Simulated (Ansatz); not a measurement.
Method: Ansatz, DFT PBE, scalar-relativistic, plane waves, PAW. Settings: cutoff 420 eV, Γ-centred meshes spaced at most about 0.3 Å⁻¹, and about 0.25 Å⁻¹ or finer for metals (2π included), Gaussian smearing. No spin polarisation in the final relaxations.

These are static total energies at zero pressure.

Compare these two cells of C, each relaxed at this level.

1.

```
CELL_PARAMETERS angstrom
4.45683 0.00000 0.00000
-2.22842 3.85973 0.00000
0.00000 0.00000 2.52988
ATOMIC_POSITIONS crystal
C 0.89579 0.44789 0.25000
C 0.44789 0.89579 0.75000
C 0.44789 0.55211 0.75000
C 0.10421 0.55211 0.75000
C 0.55211 0.44789 0.25000
C 0.55211 0.10421 0.25000
```

2.

```
CELL_PARAMETERS angstrom
2.56806 0.00000 0.00000
0.86178 3.72645 0.00000
0.35312 1.53787 5.22586
ATOMIC_POSITIONS crystal
C 0.28948 0.78606 0.21857
C 0.62492 0.36076 0.69119
C 0.18903 0.15612 0.10271
C 0.61908 0.47257 0.40797
C 0.16334 0.42307 0.26022
C 0.11415 0.30142 0.81934
```

Task: Which would you expect to be lower, and how large is the difference?

Result: Cell 1 is lower, by 0.36 eV/atom. Cell 1 has space group P6_3/mmc (No. 194), 7.3 Å³/atom and a gap of 2.27 eV on its mesh; cell 2 has space group P1 (No. 1), 8.3 Å³/atom and no gap. Counting all near atoms (those within 1.25 times the shortest such distance or 1.15 times the sum of covalent radii; a plus sign parts nearer from farther groups; a slash parts the counts of unlike sites), cell 1 has C 4 and cell 2 has C 1+2/3/4. The denser one is the lower, and pressure would at first widen the difference. Both come from invented guesses. The part of the Crystallography Open Database at hand lists C in space groups No. 58, 69, 71, 141, 166 and others; sharing a group (P6_3/mmc) doesn't make a cell the listed structure.

Kohn–Sham gaps at this level usually fall short of measured ones. The zero gap of P1 may come from the functional, which often closes small gaps, or the cell may be a true semimetal.
